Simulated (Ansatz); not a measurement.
Input and command of a plane-wave DFT calculation in Ansatz:

```yaml
crystal:
  lattice:
    - [2.4915950707, 0.0, 0.0]
    - [-1.2457975354, 2.1577846271, 0.0]
    - [0.0, 0.0, 8.093317643]
  atoms:
    - { symbol: Co, position: [0.0, 0.0, 0.0], spin: 1.86 }
    - { symbol: Co, position: [0.3333333333, 0.6666666667, 0.25], spin: 1.88 }
    - { symbol: Co, position: [0.0, 0.0, 0.5], spin: 1.86 }
    - { symbol: Co, position: [0.6666666667, 0.3333333333, 0.75], spin: 1.88 }
basis:
  ecutwfc: 420
kpoints:
  mp_grid: { grid: [18, 18, 4] }
hamiltonian:
  xc: pbe
scf:
  occupations: { method: gaussian, width: 0.15 }
output:
  forces: true
  stress: true
  eigenvalues: true
  populations: true
  write_density: true
  write_potential: true
  elf: true
  volumetric_format: npy
magnetization:
  spin_polarized: true
```

```bash
ansatz run input.yaml --threads 2 --pin off --max-ram 5120MiB --backend cpu --events-out ev --progress --plain --runs-dir out
```

Processor: Intel(R) Xeon(R) Processor @ 2.50GHz (Skylake/Cascade Lake), 2 threads, on a host shared with other jobs.

Task: Estimate time, memory and problem size.

Result: About 51 s on 2 threads of Intel(R) Xeon(R) Processor @ 2.50GHz (Skylake/Cascade Lake), on a shared host, peak memory 0.69 GiB. It solves 46 bands at 111 k points (the mesh reduced by symmetry) with about 825 plane waves, in 14 SCF iterations.
